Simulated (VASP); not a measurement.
# Se (P3_121) in VASP: a series of runs, part 2 of 2

VASP 6.6.1.

### Step 5. Relaxation of cell and atoms, rev-vdW-DF2

This run uses another cell than the first one, of 27.26 Å³/atom, 1.113 times its volume.

INCAR

```
SYSTEM = Se
PREC = Accurate
ENCUT = 600
EDIFF = 1E-6
ISMEAR = 0
SIGMA = 0.03
LREAL = .False.
LASPH = .True.
NELM = 80
ALGO = Normal
ISIF = 3
LWAVE = .False.
LCHARG = .False.
GGA = MK
LUSE_VDW = .True.
AGGAC = 0.0
PARAM1 = 0.1234
PARAM2 = 0.711357
ZAB_VDW = -1.8867
IBRION = 2
NSW = 90
EDIFFG = -0.01
```

KPOINTS

```
regular mesh
0
Gamma
  9 9 6
  0 0 0
```

POSCAR

```
Se
1.0
    4.3662000000      0.0000000000      0.0000000000
   -2.1831000000      3.7812401180      0.0000000000
    0.0000000000      0.0000000000      4.9536000000
Se
3
Direct
    0.2254000000      0.0000000000      0.3333333333
    0.0000000000      0.2254000000      0.6666666667
    0.7746000000      0.7746000000      0.0000000000
```

Potentials or basis: VASP PAW PBE potentials, release 64 (Se).

The run is started by

```console
> cat potpaw_PBE.64/Se/POTCAR > POTCAR
> mpirun -np 1 vasp_std > vasp.out
```

OUTCAR:

```text
SYSTEM = Se
   PREC = Accurate
   ENCUT = 600
   EDIFF = 1E-6
   ISMEAR = 0
   LREAL = .False.
   LASPH = .True.
   NELM = 80
   ISIF = 3
   GGA = MK
   IBRION = 2
   NSW = 90
   EDIFFG = -0.01

 ion  position               nearest neighbor table
   1  0.225  0.000  0.333-   3 2.37   2 2.37
   2  0.000  0.225  0.667-   3 2.37   1 2.37
   3  0.775  0.775  0.000-   2 2.37   1 2.37

  LATTYP: Found a hexagonal cell.
 ALAT       =     4.3662000000
 C/A-ratio  =     1.1345334616

  Lattice vectors:

 A1 = (   4.3662000000,   0.0000000000,   0.0000000000)
 A2 = (  -2.1831000000,   3.7812401180,   0.0000000000)
 A3 = (   0.0000000000,   0.0000000000,   4.9536000000)

Analysis of symmetry for initial positions (statically):
=====================================================================
 Subroutine PRICEL returns:
[... 390 lines left out ...]
 val. band max:        3.2198370258   @ k =   0.3333   0.3333   0.5000
 cond. band min:       3.7407740477   @ k =   0.3333   0.3333   0.5000
 fundamental gap:      0.5209370219
 Fermi energy:         3.3911421001

 k-point     1 :       0.0000    0.0000    0.0000
  band No.  band energies     occupation
      1     -12.4800      2.00000
      2      -8.5956      2.00000
      3      -8.5956      2.00000
      4      -0.2705      2.00000
      5      -0.1443      2.00000
      6      -0.1443      2.00000
      7       1.4654      2.00000
      8       1.4654      2.00000
      9       2.7707      2.00000
     10       4.6795      0.00000
     11       4.6795      0.00000
     12       5.2741      0.00000
     13       9.6827      0.00000
[... 354 lines left out ...]
  band No.  band energies     occupation
      1     -11.8936      2.00000
      2      -9.5710      2.00000
      3      -7.9249      2.00000
      4      -1.8766      2.00000
      5      -1.3971      2.00000
      6      -0.2475      2.00000
      7       1.1826      2.00000
      8       1.9145      2.00000
      9       2.6271      2.00000
     10       4.5677      0.00000
     11       5.2543      0.00000
     12       5.6166      0.00000
     13       8.6426      0.00000

 [... further k-points ...]
[... 5 lines left out ...]
  --------------------------------------------------------------------------------------
  -------------------------------------------------------------------------------------
  Total        0.0001509      0.0001509     -0.0155179      0.0000000     -0.0000000      0.0000000
  in kB        0.0031865      0.0031865     -0.3276457      0.0000000     -0.0000000      0.0000000
  external PRESSURE =      -0.1070909 kB  Pullay stress =       0.0000000 kB
[... 22 lines left out ...]
  energy  without entropy=       -6.3558946339  energy(sigma->0) =       -6.35589463

Total vdW correction in eV:      2.7687949

 reached required accuracy - stopping structural energy minimisation
```

Wall time 10 min (1 thread of Intel Xeon 6975P-C (Granite Rapids), shared host); peak memory 0.54 GiB.

What came out:

```yaml
Free_energy: -6.3559 eV
Relaxed_volume: 25.29 Å³/atom
Relaxed_cell: a = 4.119 Å, b = 4.119 Å, c = 5.165 Å, α = 90.00°, β = 90.00°, γ = 120.00°
Space_group_after_relaxing_to_0.05_Å: P3_121 (No. 152)
Energy_gained_by_relaxing: 26.8 meV/atom
Ionic_steps: 11
Pressure_after_relaxing: 0.0 GPa
Band_gap_on_the_k_mesh: 0.52 eV, direct
```

Forces in eV/Å, atoms in the order of the input:
```
Se   0.003  0.000  0.000
Se  -0.001  0.002  0.000
Se  -0.001 -0.002  0.000
```

The path:
| step | energy change (eV) | largest force (eV/Å) | pressure (GPa) | volume (Å³) |
| --- | --- | --- | --- | --- |
| 1 | 0.0000 | 0.6307 | 2.03 | 81.78 |
| 2 | -0.0116 | 0.2683 | -2.53 | 85.93 |
| 3 | -0.0331 | 0.0996 | -0.63 | 84.01 |
| 4 | -0.0415 | 0.0996 | -0.57 | 83.09 |
| 5 | -0.0624 | 0.1085 | -0.26 | 80.36 |
| 6 | -0.0766 | 0.1464 | 0.96 | 74.96 |
| 7 | -0.0791 | 0.0030 | 0.13 | 74.95 |
| 8 | -0.0793 | 0.0294 | 0.28 | 74.95 |
| 9 | -0.0798 | 0.0164 | 0.16 | 75.25 |
| 10 | -0.0803 | 0.0100 | -0.10 | 75.87 |
| 11 | -0.0804 | 0.0028 | -0.01 | 75.88 |

Final structure:
```
CELL_PARAMETERS angstrom
4.11877 0.00000 0.00000
-2.05938 3.56696 0.00000
0.00000 0.00000 5.16503
ATOMIC_POSITIONS crystal
Se 0.24580 0.00000 0.33333
Se 0.00000 0.24580 0.66667
Se 0.75420 0.75420 0.00000
```

Caveat: the PAW data sets were made with another functional, which shifts forces and pressure a little; an odd mesh through Γ misses points on the zone boundary, where band edges often lie.

### Step 6. Relaxation of cell and atoms, rev-vdW-DF2

This run uses another cell than the first one, of 25.29 Å³/atom, 1.033 times its volume.

INCAR: that of step 5 with these lines changed.

```diff
@@ -3,3 +3,3 @@
 ENCUT = 600
-EDIFF = 1E-6
+EDIFF = 1E-7
 ISMEAR = 0
@@ -21,2 +21,2 @@
 NSW = 90
-EDIFFG = -0.01
+EDIFFG = -0.005
```

KPOINTS is that of step 5.

POSCAR

```
Se                                      
1.0
    4.1187682903     -0.0000000000      0.0000000000
   -2.0593841451      3.5669579717     -0.0000000000
   -0.0000000000      0.0000000000      5.1650274764
  Se            
     3
Direct
     0.2458034749325178    0.0000000000000000    0.3333333332999970
     0.9999999999999997    0.2458034749325171    0.6666666667000030
     0.7541965250674826    0.7541965250674827    0.0000000000000000
```

Potentials or basis: VASP PAW PBE potentials, release 64 (Se).

The run is started by

```console
> cat potpaw_PBE.64/Se/POTCAR > POTCAR
> mpirun -np 1 vasp_std > vasp.out
```

It took 2.7 min on 1 thread of Intel Xeon 6975P-C (Granite Rapids), shared host; peak memory 0.54 GiB.

The run converged. Its results:

```
Free energy                            : -6.3557 eV
Relaxed volume                         : 25.29 Å³/atom
Relaxed cell                           : a = 4.119 Å, b = 4.119 Å, c = 5.164 Å, α = 90.00°, β = 90.00°, γ = 120.00°
Space group after relaxing (to 0.05 Å) : P3_121 (No. 152)
Energy gained by relaxing              : 0.0 meV/atom
Ionic steps                            : 2
Pressure after relaxing                : 0.0 GPa
Band gap on the k mesh                 : 0.52 eV, direct
```

Forces in eV/Å, atoms in the order of the input:
```
Se   0.003  0.000  0.000
Se  -0.001  0.003  0.000
Se  -0.001 -0.003  0.000
```

Final structure:
```xyz
3
Lattice="4.1188 0.0000 0.0000 -2.0594 3.5670 0.0000 0.0000 0.0000 5.1637" Properties=species:S:1:pos:R:3 pbc="T T T"
Se    1.0125    0.0000    1.7212
Se   -0.5063    0.8769    3.4425
Se    1.5532    2.6901    5.1637
```

Levels at points of the mesh, in eV from the valence-band top:
```tsv
k point	band 5	band 6	band 7	band 8	band 9	band 10	band 11	band 12	band 13
(0.00, 0.00, 0.00)	-3.37	-3.37	-1.76	-1.76	-0.45	1.46	1.46	2.05	6.46
(0.00, 0.00, 0.50)	-2.98	-2.98	-1.27	-1.27	-1.27	0.98	0.98	0.99	5.87
```

Caveat: the PAW data sets were made with another functional, which shifts forces and pressure a little; an odd mesh through Γ misses points on the zone boundary, where band edges often lie.

### Step 7. Summary

```tsv
level	gap on the mesh (eV)	pressure (GPa)
PBE+D3(BJ)	0.51	0.0
PBE	1.03	0.0
rev-vdW-DF2	0.52	0.0
```

Alike in all rows: task relaxation of cell and atoms; potentials or basis VASP PAW PBE potentials, release 64 (Se); no spin polarisation; cell relaxed; k mesh 9 × 9 × 6; cutoff (eV) 600; smearing gaussian 0.03 eV.

Caveats: an odd mesh through Γ misses points on the zone boundary, where band edges often lie; the relaxation stopped at its first step, so nothing moved (some runs); the PAW data sets were made with another functional, which shifts forces and pressure a little (some runs).

Absolute energies hang on the potentials; compare differences alone.
